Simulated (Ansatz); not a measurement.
Crystal: ZnAu.

```
Au Zn
1.0
     3.14700    0.00000    0.00000
     0.00000    3.14700    0.00000
     0.00000    0.00000    3.14700
Au Zn
1 1
Direct
  0.00000 0.00000 0.00000
  0.50000 0.50000 0.50000
```

Base run:

- Program: Ansatz 0.2.0
- Functional: PBEsol
- Potentials or basis: Ansatz PAW
- Cutoff: 420 eV
- Density cutoff: 1680 eV
- k mesh: 8 × 8 × 8
- Occupations: fermi-dirac, width 0.05 eV
- Spin: spin-orbit coupling, no magnetisation

Its results: band gap on the k mesh none (metal or under the smearing width); pressure -2.9 GPa.

Q: The run is repeated on the same cell with these changes: spin from spin-orbit coupling, no magnetisation to no spin polarisation; potential files from those of the base run to others of the same set. What comes out?

A: Band gap on the k mesh none (metal or under the smearing width); pressure -2.2 GPa.

Caveats: the PAW data sets come from PBE, with cores solved anew for the run's functional, which leaves a small shift of forces and pressure.

Not every run made on this cell is shown here.
